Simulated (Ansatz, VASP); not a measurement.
# Two plane-wave programs on CdF2

POSCAR

```
CdF2
1.0
    0.0000000000      2.6940000000      2.6940000000
    2.6940000000      0.0000000000      2.6940000000
    2.6940000000      2.6940000000      0.0000000000
Cd F
1 2
Direct
    0.0000000000      0.0000000000      0.0000000000
    0.2500000000      0.2500000000      0.2500000000
    0.7500000000      0.7500000000      0.7500000000
```

File INCAR.step1:

```
PREC = Accurate
ENCUT = 520
ISMEAR = -1
SIGMA = 0.02
LREAL = False
LASPH = True
NELM = 100
NBANDS = 20
GGA = PE
ALGO = Normal
EDIFF = 1E-4
LWAVE = True
LCHARG = False
```

File INCAR.step2:

```
PREC = Accurate
ENCUT = 520
EDIFF = 1E-8
ISMEAR = -1
SIGMA = 0.02
LREAL = False
LASPH = True
NELM = 100
ALGO = Normal
ISIF = 2
LWAVE = False
LCHARG = False
METAGGA = R2SCAN
LMIXTAU = True
LEFG = True
NBANDS = 20
ISTART = 1
```

The input KPOINTS:

```
Automatic mesh
0
Gamma
  8 8 8
```

Input for Ansatz:

```yaml
crystal:
  lattice:
    - [0.0, 2.694, 2.694]
    - [2.694, 0.0, 2.694]
    - [2.694, 2.694, 0.0]
  atoms:
    - { symbol: Cd, position: [0.0, 0.0, 0.0] }
    - { symbol: F, position: [0.25, 0.25, 0.25] }
    - { symbol: F, position: [0.75, 0.75, 0.75] }
kpoints:
  mp_grid: { grid: [8, 8, 8] }
scf:
  occupations: { method: fermi_dirac, width: 0.02 }
hamiltonian:
  xc: r2scan
  pseudopotentials: { kind: paw }
output:
  forces: true
  stress: true
  populations: true
  efg: { contact_densities: true }
  write_density: true
  write_potential: true
  elf: true
  volumetric_format: npy
```

Alike in both runs: task electric field gradients; functional r2SCAN; k mesh 8 × 8 × 8; occupations fermi-dirac, width 0.02 eV; no spin polarisation.

|  | VASP | Ansatz |
| --- | --- | --- |
| version | VASP 6.6.1 | Ansatz 0.2.0 |
| potentials or method | VASP PAW PBE potentials, release 64 (Cd, F) | plane-wave PAW, scalar-relativistic |
| plane-wave cutoff (eV) | 520 | 500 |
| valence electrons in the cell | 26 | 34 |

Ansatz gave:

```
gap on the k mesh at the Fermi level (eV)                      : 3.79
pressure (GPa)                                                 : 0.0
Vzz of the field gradient on the site that differs most (V/Å²) : 0.0
```

Task: Estimate VASP's values.

Result: gap on the k mesh at the Fermi level (eV): 3.75; pressure (GPa): 1.0; Vzz of the field gradient on the site that differs most (V/Å²): 0.0.

With one functional, cell and mesh, what is left measures potentials, basis and numerics. The two sets of potentials don't hold the same shells in valence. Ansatz warned: «gradients_without_spin_orbit».

Caveats: the PAW data sets were made with another functional, which shifts forces and pressure a little (VASP). r2SCAN opens gaps a little over a GGA but as a rule still falls short of measured ones. A k mesh can miss the band edges.
